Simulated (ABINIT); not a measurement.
The system is Ti.

```
Ti
1.0
     0.00000    2.03000    2.03000
     2.03000    0.00000    2.03000
     2.03000    2.03000    0.00000
Ti
1
Direct
  0.00000 0.00000 0.00000
```

This isn't the form of Ti at room conditions, which is hcp.

Base run:

- Program: ABINIT 10.8.3 (patched build)
- Functional: PW91
- Potentials or basis: JTH PAW PBE v2.0
- Cutoff: 490 eV
- k mesh: 11 × 11 × 11
- Occupations: fermi-dirac, width 0.05 eV
- Spin: no spin polarisation

Its results: band gap on the k mesh none (metal or under the smearing width); pressure 3.6 GPa.

Problem. The run is repeated on the same cell with these changes: functional from PW91 to PBE. What comes out?

Solution. Band gap on the k mesh none (metal or under the smearing width); pressure 4.3 GPa.

Caveats: the PAW data sets were made with another functional, which shifts forces and pressure a little (some runs).
